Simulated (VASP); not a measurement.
Set up this calculation in VASP 6.6.1, as the native input.

```yaml
Task: single point
Functional: PBE
Potentials_or_basis: VASP PAW PBE potentials, release 64 (Mg, O)
Cutoff: 520 eV
k_mesh: 8 × 8 × 8
Occupations: gaussian, width 0.02 eV
Spin: no spin polarisation
Further_INCAR_settings: ALGO = Normal; EDIFF = 1e-07; NBANDS = 11
```

The structure of MgO lies in POSCAR:

```
MgO
1.0
    0.0000000000      2.1085000000      2.1085000000
    2.1085000000      0.0000000000      2.1085000000
    2.1085000000      2.1085000000      0.0000000000
Mg O
1 1
Direct
    0.0000000000      0.0000000000      0.0000000000
    0.5000000000      0.5000000000      0.5000000000
```

One way to write it, as run:

INCAR

```
SYSTEM = MgO
PREC = Accurate
ENCUT = 520
EDIFF = 1E-7
ISMEAR = 0
SIGMA = 0.02
LREAL = .FALSE.
LASPH = .TRUE.
NELM = 80
ALGO = Normal
ISIF = 2
LWAVE = .FALSE.
LCHARG = .FALSE.
GGA = PE
NBANDS = 11
```

KPOINTS

```
Automatic mesh
0
G
  8 8 8
  0 0 0
```

Potentials or basis: VASP PAW PBE potentials, release 64 (Mg, O).

Run with:

```sh
$ cat potpaw_PBE.64/Mg/POTCAR potpaw_PBE.64/O/POTCAR > POTCAR
$ mpirun -np 1 vasp_std > vasp.out
```

It gave:

```
Pressure               : 3.4 GPa
Band gap on the k mesh : 4.69 eV, direct
```

It took 5.7 s on 1 thread of Intel(R) Xeon(R) Platinum 8488C (Sapphire Rapids), with other jobs on the host, peak memory 0.14 GiB.
